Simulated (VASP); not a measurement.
Crystal: SnS2 (Berndtite-2T).

```xyz
3
Lattice="3.6672 0.0000 0.0000 -1.8336 3.1759 0.0000 0.0000 0.0000 5.8130" Properties=species:S:1:pos:R:3 pbc="T T T"
Sn    0.0000    0.0000    0.0000
S     0.0000    2.1173    1.4786
S     1.8336    1.0586    4.3344
```

- Program: VASP 6.6.1
- Task: relaxation of cell and atoms
- Functional: HSE06
- Potentials or basis: VASP PAW PBE potentials, release 64 (Sn_d, S)
- Cutoff: 520 eV
- k mesh: 6 × 6 × 3
- Occupations: gaussian, width 0.03 eV
- Spin: no spin polarisation

At the start: pressure -1.0 GPa; volume 22.57 Å³/atom.

Question: Where does the relaxation end?

Answer: Over 24 steps the energy falls by 23.8 meV/atom and the volume is 25.41 Å³/atom (+12.6 %); space group P-3m1 (No. 164, to 0.05 Å).

Step by step:
| step | energy change (eV) | largest force (eV/Å) | pressure (GPa) | volume (Å³) |
| --- | --- | --- | --- | --- |
| 1 | 0.0000 | 0.5338 | -0.95 | 67.70 |
| 2 | -0.0103 | 0.0209 | 2.06 | 66.39 |
| 3 | -0.0126 | 0.1781 | 1.11 | 66.78 |
| 4 | -0.0242 | 0.1187 | 0.75 | 67.70 |
| 5 | -0.0393 | 0.0409 | -0.07 | 70.34 |
| 6 | -0.0515 | 0.0161 | -0.12 | 71.06 |
| 7 | -0.0635 | 0.1564 | -0.08 | 72.75 |
| 8 | -0.0661 | 0.0139 | 0.60 | 73.08 |
| 9 | -0.0661 | 0.0279 | 0.81 | 73.17 |
| 10 | -0.0673 | 0.0383 | 0.72 | 73.59 |
| 11 | -0.0697 | 0.0722 | 0.50 | 74.86 |
| 12 | -0.0686 | 0.1461 | 0.14 | 77.43 |
| 13 | -0.0700 | 0.1095 | 0.38 | 75.94 |
| 14 | -0.0710 | 0.0228 | -0.07 | 76.32 |
| 15 | -0.0710 | 0.0032 | -0.16 | 76.40 |
| 16 | -0.0713 | 0.0072 | -0.10 | 76.35 |
| 17 | -0.0714 | 0.0276 | 0.00 | 76.25 |
| 18 | -0.0714 | 0.0241 | -0.01 | 76.27 |
| 19 | -0.0714 | 0.0160 | -0.06 | 76.31 |
| 20 | -0.0714 | 0.0193 | -0.04 | 76.29 |
| 21 | -0.0714 | 0.0219 | -0.03 | 76.28 |
| 22 | -0.0714 | 0.0236 | -0.03 | 76.28 |
| 23 | -0.0714 | 0.0117 | 0.03 | 76.24 |
| 24 | -0.0714 | 0.0057 | 0.04 | 76.23 |

Final structure:
```yaml
crystal:
  lattice:
    - [3.65806, 0.00000, 0.00000]
    - [-1.82903, 3.16797, 0.00000]
    - [0.00000, 0.00000, 6.57832]
  atoms:
    - { symbol: Sn, position: [0.00000, 0.00000, 0.00000] }
    - { symbol: S, position: [0.33333, 0.66667, 0.22031] }
    - { symbol: S, position: [0.66667, 0.33333, 0.77969] }
```

Caveat: the PAW data sets were made with another functional, which shifts forces and pressure a little; this functional lacks dispersion, which binds the layers, so the pressure and a relaxed spacing across them are unreliable; the volume moved by +13 % from the deposited cell, more than functionals usually miss.
